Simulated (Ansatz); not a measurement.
A generator proposed this cell of C.

```xyz
8
Lattice="4.5444 0.0000 0.0000 0.0000 4.5444 0.0000 0.0000 0.0000 2.2184" Properties=species:S:1:pos:R:3 pbc="T T T"
C     4.0401    2.5015    0.3781
C     0.5043    2.0429    1.4873
C     2.0429    4.0401    2.0419
C     2.5015    0.5043    0.9327
C     3.0383    2.9675    1.4886
C     1.5060    1.5769    0.3795
C     1.5769    3.0383    0.9341
C     2.9675    1.5060    2.0432
```

All numbers below come from DFT PBE, scalar-relativistic, plane waves, PAW (Ansatz). Settings: cutoff 420 eV, Γ-centred mesh 4×4×8 on the computed 8-atom cell, Gaussian smearing of 0.10 eV; no spin polarisation.

Energies count from the standard state of C at the same level.

Question: Estimate its pressure, forces and energy as it stands.

Answer: The pressure is 90.0 GPa (the mean over three directions, positive in compression), the largest force is 3.60 eV/Å, and the energy is +2.88 eV/atom against the standard state. The shortest distance is 1.56 Å.

Question: Is it a good guess?

Answer: A poor one: relaxing gains about 1.7 eV/atom in 21 ionic steps and ends at +1.233 eV/atom on the finer mesh. The symmetry goes from P4_3 (No. 78) to P4_322 (No. 95), and the primitive cell from 8 to 4 atoms. The volume per atom grows by 3.3 %, from 5.7 to 5.9 Å³. The shortest distance goes from 1.56 Å (C–C) to 1.52 Å (C–C). Conventional cell: a = 3.106 Å, c = 2.452 Å. C is surrounded by 2 C at 1.52 Å and 2 C at 1.67 Å.

The last run used a 10×10×12 mesh (in the run's order of axes) for its 4-atom cell and Gaussian smearing of 0.02 eV. The reference form of C is held partly by dispersion forces, which this level lacks. The relaxation can't lower the symmetry of the start, and the grade says only how near the guess is to its own end. Symmetry constrained the relaxation, so the result can be a saddle point. Another cell of C relaxed alike, in P-3m1, lies 1.09 eV/atom lower, so this cell isn't the stable form at this level.
